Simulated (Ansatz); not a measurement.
**Cd: response to strain**

Cd is deformed so: equal xx and yy strain of -1 %. What stress and forces result, by LAPW, PAW and all-electron datasets made for the crystal?

Computed with Ansatz 0.2.0 (DFT PBE, scalar-relativistic, unless a step's input says otherwise).

**1. The structure to begin with**

Symmetry: P6_3/mmc, No. 194, hexagonal system. Conventional cell: a = 2.979 Å, b = 2.979 Å, c = 5.618 Å, α = 90.00°, β = 90.00°, γ = 120.00°. Cd (site symmetry -6m2) has 12 Cd at 2.98 to 3.29 Å as nearest neighbours.

As a file:

```cif
data_structure
_symmetry_space_group_name_H-M 'P6_3/mmc'
_symmetry_Int_Tables_number 194
_cell_length_a 2.9789
_cell_length_b 2.9789
_cell_length_c 5.6177
_cell_angle_alpha 90.000
_cell_angle_beta 90.000
_cell_angle_gamma 120.000
_cell_volume 43.17
loop_
_atom_site_label
_atom_site_type_symbol
_atom_site_symmetry_multiplicity
_atom_site_Wyckoff_symbol
_atom_site_fract_x
_atom_site_fract_y
_atom_site_fract_z
_atom_site_occupancy
Cd1 Cd 2 c 0.33333 0.66667 0.25000 1
```

The file gives the conventional cell by its symmetry; the runs use the cell typed in the input.

Atoms are numbered in the order of the input: Cd1, Cd2.

**2. After the deformation**

Space group P6_3/mmc before, P6_3/mmc after.

**3. Full-potential LAPW**

The input, input.yaml:

```yaml
crystal:
  lattice:
    - [2.949083783, 0.0, 0.0]
    - [-1.4745418915, 2.5539814739, 0.0]
    - [0.0, 0.0, 5.61765]
  atoms:
    - { symbol: Cd, position: [0.3333333333, 0.6666666667, 0.25] }
    - { symbol: Cd, position: [0.6666666667, 0.3333333333, 0.75] }
kpoints:
  mp_grid: { grid: [14, 14, 7] }
  band_path:
    path:
      - [0.0, 0.0, 0.0]
      - [0.5, 0.0, 0.0]
      - [0.3333333333, 0.3333333333, 0.0]
      - [0.0, 0.0, 0.0]
      - [0.0, 0.0, 0.5]
      - [0.5, 0.0, 0.5]
      - [0.3333333333, 0.3333333333, 0.5]
      - [0.0, 0.0, 0.5]
      - [0.5, 0.0, 0.5]
    npoints: 5
scf:
  occupations: { method: fermi_dirac, width: 0.05 }
hamiltonian:
  xc: pbe
  pseudopotentials: { kind: all_electron, lapw: { basis_error: 0.00025 } }
output:
  forces: true
  stress: true
  eigenvalues: true
```

Started as:

```
> ansatz run input.yaml --threads 1 --pin off --max-ram 3072MiB --backend cpu --events-out ev --progress --plain --runs-dir out
```

The log of the run, shortened:

```text
LAPW: plane waves up to 8.330 Å⁻¹, error target 2.5e-4 eV per atom; small_component_spin mean_spin; Cd in spheres of 1.475 Å, 20 of its electrons in bands, Dirac shells []
[...]
Pseudopotentials: kind: all_electron
Pseudopotential: Cd, LAPW, valence charge 20, Koelling and Harmon's equation, gaussian nucleus
Functional definition: PBE
[...]
Crystal: 2 atoms, lattice volume = 42.312 Å³
Basis set: ecut = 264.36745555990484 eV, 411 PW (Γ), exchange–correlation at level 2
Bands: 24, of which v1, the nominal top of the filled ones, is band 20 counted from 1 (19 counted from 0)
Symmetry: 24 space group operations
Space group: P63/mmc (ITA 194), of the structure as read, at distance tolerance 3.5e-5 Å
k-points: 96 of 1372
[...]
SCF iter   1: F=—  HF=-304470.945808 eV  |F-HF|=—  |Δ(HF+E_count)|=         —  Δρ=1.42e-2  dr2=6.37e-2  ethr=1.59e-4  ⟨swp⟩=3.0  Hψ=15731  notcnv=0
[...]
SCF iter   8: F=-304470.831876 eV  HF=-304470.831876 eV  |F-HF|=2.91e-10  |Δ(HF+E_count)|=   3.96e-8  Δρ=8.37e-6  dr2=3.31e-8  ethr=1.55e-9  ⟨swp⟩=2.0  Hψ=6645  notcnv=0
[...]
NSCF: frozen V_eff on 41 k-points
SCF converged after 8 iterations
Free energy (F): -304470.831876 eV
[...]
E sigma→0 (E₀):  -304470.828600 eV
Entropy (-TS):   -0.006552 eV (-3.276 meV/atom)
Fermi energy:    16.287853 eV
[...]
--- Forces (eV/Å), atoms counted from 1 ---
  atom   1  Cd    -0.00000000     0.00000000     0.00000000
  atom   2  Cd     0.00000000    -0.00000000     0.00000000
[...]
--- Stress (GPa, compression-positive) ---
        5.330688      -0.000000       0.000000
       -0.000000       5.330688       0.000000
        0.000000       0.000000       2.862083
  P = ⅓ Tr σ = 4.5078 GPa (45.078 kbar)
--- Band table (eV; the first three rows and the last of 96) ---
  k-point 0: bands = ["-86.9111", "-86.9099", "-47.9700", "-47.9498", "-47.9277", "-47.9277", "-47.9256", "-47.9256", "6.2593", "6.5219", "6.9354", "6.9354", "6.9863", "6.9863", "7.2579", "7.4993", "7.4993", "7.7489", "7.7489", "13.0819", "13.1347", "26.4350", "30.1121", "31.0763"]
[...]
```

Wall time 21 s (1 thread of Intel Xeon Platinum 8488C (Sapphire Rapids), shared host); peak memory 0.49 GiB.

Read from it: pressure 4.51 GPa; no gap.

**4. PAW with frozen cores**

The input, input.yaml:

```yaml
crystal:
  lattice:
    - [2.949083783, 0.0, 0.0]
    - [-1.4745418915, 2.5539814739, 0.0]
    - [0.0, 0.0, 5.61765]
  atoms:
    - { symbol: Cd, position: [0.3333333333, 0.6666666667, 0.25] }
    - { symbol: Cd, position: [0.6666666667, 0.3333333333, 0.75] }
kpoints:
  mp_grid: { grid: [14, 14, 7] }
scf:
  occupations: { method: fermi_dirac, width: 0.05 }
hamiltonian:
  xc: pbe
  pseudopotentials: { kind: paw }
output:
  forces: true
  stress: true
  eigenvalues: true
  efg: { contact_densities: true }
  write_density: true
  write_potential: true
  elf: true
  volumetric_format: npy
```

Started as:

```
> ansatz run input.yaml --threads 1 --pin off --max-ram 3072MiB --backend cpu --events-out ev --progress --plain --runs-dir out
```

The log of the run, shortened:

```text
Cd: output.efg is read without spin–orbit coupling, which moves field gradients at and beside such atoms by some per cent and up to a factor of two; PAW files take it under magnetization.noncollinear and magnetization.spin_orbit
[...]
Pseudopotentials: kind: paw
Pseudopotential: Cd, paw, valence charge 20, recommended cutoff 420 eV (normal)
[... 1 set-up line as earlier in the session ...]
[...]
Crystal: 2 atoms, lattice volume = 42.312 Å³
Basis set: ecut = 420 eV, 835 PW (Γ), exchange–correlation on 40×40×80 points (8 copies of the dense FFT grid, shifted against one another)
Bands: 24, of which v1, the nominal top of the filled ones, is band 20 counted from 1 (19 counted from 0)
[... 2 set-up lines as earlier in the session ...]
k-points: 96 of 1372
[...]
Free energy (F): -16508.855208 eV
[...]
E sigma→0 (E₀):  -16508.851930 eV
Entropy (-TS):   -0.006557 eV (-3.278 meV/atom)
Fermi energy:    15.127069 eV
[...]
--- Forces (eV/Å), atoms counted from 1 ---
  atom   1  Cd     0.00000000    -0.00000000     0.00000000
  atom   2  Cd     0.00000000     0.00000000     0.00000000
[...]
--- Stress (GPa, compression-positive) ---
        5.333936      -0.000000       0.000000
       -0.000000       5.333936       0.000000
        0.000000       0.000000       2.861087
  P = ⅓ Tr σ = 4.5097 GPa (45.097 kbar)
--- PAW observables at the nuclei: V_zz in 10²¹ V/m², potentials from the cell's mean, atoms counted from 1 ---
  atom   1  Cd V_zz =    +8.482571   η = 0.0000   by run symmetry: allowed
            electrostatic potential = -7710.739250 V   contact ρ = 1035946.603292 e/Å³
  atom   2  Cd V_zz =    +8.482571   η = 0.0000   by run symmetry: allowed
            electrostatic potential = -7710.739250 V   contact ρ = 1035946.603292 e/Å³
--- Band table (eV; the first three rows and the last of 96) ---
[... band rows left out ...]
[...]
```

Run time: 5.5 s. Hardware: 1 thread of Intel Xeon Platinum 8488C (Sapphire Rapids), shared host; peak memory 0.43 GiB.

Result: pressure 4.51 GPa; no gap; Vzz Cd1 8.48 (η = 0.00) (10²¹ V/m²).

Density in a lattice plane of the grid's cell (edges 2.95 and 5.62 Å, at 0.333 of the third edge), which holds Cd.

Ten even steps from '0' (0.10 e/Å³) to '9' (25.78 e/Å³):
```
000000000000
000000000000
000000122210
000000257520
000001379731
000000257520
000000122210
000000000000
000000000000
000000000000
000000000000
000000000000
000000000000
000000000000
000000000000
000000000000
000000000000
000000000000
000000000000
000000000000
```
Columns run along the first of these edges and rows up along the second, over one cell in 12 and 20 even steps from the bottom left corner. Atoms in the plane (fractional): Cd at (0.67, 0.75).

ELF in the same plane.

Values, 12 rows by 6 columns:
```
0.19 0.22 0.19 0.22 0.29 0.22
0.20 0.24 0.20 0.45 0.61 0.45
0.24 0.23 0.24 0.59 0.91 0.59
0.20 0.24 0.20 0.45 0.62 0.45
0.19 0.22 0.19 0.22 0.29 0.22
0.17 0.17 0.17 0.17 0.17 0.17
0.19 0.18 0.19 0.23 0.27 0.23
0.20 0.25 0.20 0.24 0.34 0.24
0.24 0.32 0.24 0.23 0.34 0.23
0.20 0.25 0.20 0.24 0.34 0.24
0.19 0.18 0.19 0.23 0.27 0.23
0.17 0.17 0.17 0.17 0.17 0.17
```
Columns run along the first of these edges and rows up along the second, over one cell in 6 and 12 even steps from the bottom left corner. Atoms in the plane (fractional): Cd at (0.67, 0.75).

Both are smooth fields of the valence electrons: close to the nuclei they are not physical.

**5. Datasets made for this crystal**

input.yaml: that of step 4 with these lines changed.

```diff
@@ -14,3 +14,3 @@
   xc: pbe
-  pseudopotentials: { kind: paw }
+  pseudopotentials: { kind: all_electron, datasets: crystal }
 output:
@@ -20,5 +20 @@
   efg: { contact_densities: true }
-  write_density: true
-  write_potential: true
-  elf: true
-  volumetric_format: npy
```

Started as:

```
> ansatz run input.yaml --threads 1 --pin off --max-ram 3072MiB --backend cpu --events-out ev --progress --plain --runs-dir out
```

The log of the run, shortened:

```text
[...]
band count auto-derived: 17 (N_el = 24.0; filled up to band 12; 16 by the electrons, moments and atoms)
Cd: output.efg is read without spin–orbit coupling, which moves field gradients at and beside such atoms by some per cent and up to a factor of two; PAW files take it under magnetization.noncollinear and magnetization.spin_orbit
[...]
[... 1 set-up line as earlier in the session ...]
Pseudopotential: Cd, paw, valence charge 12, recommended cutoff 260 eV (normal), Koelling and Harmon's equation, gaussian nucleus
[... 1 set-up line as earlier in the session ...]
[...]
Crystal: 2 atoms, lattice volume = 42.312 Å³
Basis set: ecut = 260 eV, 399 PW (Γ), exchange–correlation on 32×32×60 points (8 copies of the dense FFT grid, shifted against one another)
Bands: 17, of which v1, the nominal top of the filled ones, is band 12 counted from 1 (11 counted from 0)
[... 1 set-up line as earlier in the session ...]
[...]
--- Forces (eV/Å), atoms counted from 1 ---
  atom   1  Cd    -0.00000000    -0.00000000     0.00000000
  atom   2  Cd     0.00000000     0.00000000     0.00000000
[...]
--- Stress (GPa, compression-positive) ---
        5.331053      -0.000000       0.000000
       -0.000000       5.331053       0.000000
        0.000000       0.000000       2.861454
  P = ⅓ Tr σ = 4.5079 GPa (45.079 kbar)
--- PAW observables at the nuclei: V_zz in 10²¹ V/m², potentials from the cell's mean, atoms counted from 1 ---
  atom   1  Cd V_zz =    +8.627014   η = 0.0000   by run symmetry: allowed
            electrostatic potential = -7710.693663 V   contact ρ = 1035926.940505 e/Å³
  atom   2  Cd V_zz =    +8.627014   η = 0.0000   by run symmetry: allowed
            electrostatic potential = -7710.693663 V   contact ρ = 1035926.940505 e/Å³
--- Band table (eV; the first three rows and the last of 96) ---
  k-point 0: bands = ["6.2594", "6.5220", "6.9354", "6.9354", "6.9863", "6.9863", "7.2578", "7.4994", "7.4994", "7.7490", "7.7490", "13.0819", "13.1347", "26.4350", "30.1117"]
[...]
```

Run time: 9.5 s. Hardware: 1 thread of Intel Xeon Platinum 8488C (Sapphire Rapids), shared host; peak memory 0.45 GiB.

Read from it: pressure 4.51 GPa; no gap; Vzz Cd1 8.63 (η = 0.00) (10²¹ V/m²).

**6. Side by side**

Stress (GPa, compression positive):

| method | xx | yy | zz | yz | xz | xy |
| --- | --- | --- | --- | --- | --- | --- |
| LAPW | 5.33 | 5.33 | 2.86 | 0.00 | 0.00 | 0.00 |
| PAW | 5.33 | 5.33 | 2.86 | 0.00 | 0.00 | 0.00 |
| crystal datasets | 5.33 | 5.33 | 2.86 | 0.00 | 0.00 | 0.00 |

| method | pressure (GPa) | Vzz Cd1 (10²¹ V/m²) | SCF cycles, all passes |
| --- | --- | --- | --- |
| LAPW | 4.51 | – | 8 |
| PAW | 4.51 | 8.48 | 6 |
| crystal datasets | 4.51 | 8.63 | 9 |

**7. Outcome**

```
                                 quantity                                           value
                                 pressure  LAPW 4.51, PAW 4.51, crystal datasets 4.51 GPa
largest shear or deviatoric stress (LAPW)                                        1.65 GPa
```

**Reading.** The largest part of the stress beyond the pressure is 1.65 GPa in size, in the zz component; the atoms are carried along and not relaxed. No run of the undeformed cell stands beside it, so the pressure holds what the given cell had before the change. PAW: stress within 0.01 GPa of LAPW. Crystal datasets: stress within 0.01 GPa of LAPW.
